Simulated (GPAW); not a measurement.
HgSe:

```xyz
2
Lattice="0.0000 3.0390 3.0390 3.0390 0.0000 3.0390 3.0390 3.0390 0.0000" Properties=species:S:1:pos:R:3 pbc="T T T"
Hg    0.0000    0.0000    0.0000
Se    4.5585    4.5585    4.5585
```

Base run:

* Program: GPAW 26.7.0
* Functional: LDA
* Potentials or basis: the program's PAW data sets (release 1.2.1) made for this functional
* Cutoff: 600 eV
* Basis: pw
* k mesh: 8 × 8 × 8
* Occupations: fermi-dirac, width 0.05 eV
* Spin: no spin polarisation

Its results: pressure -0.1 GPa.

**Question.** The run is repeated on the same cell with these changes: functional from LDA to RPBE. What comes out?

**Answer.** Pressure 7.1 GPa.

RPBE binds less tightly than LDA, so the same cell stands under more pressure.
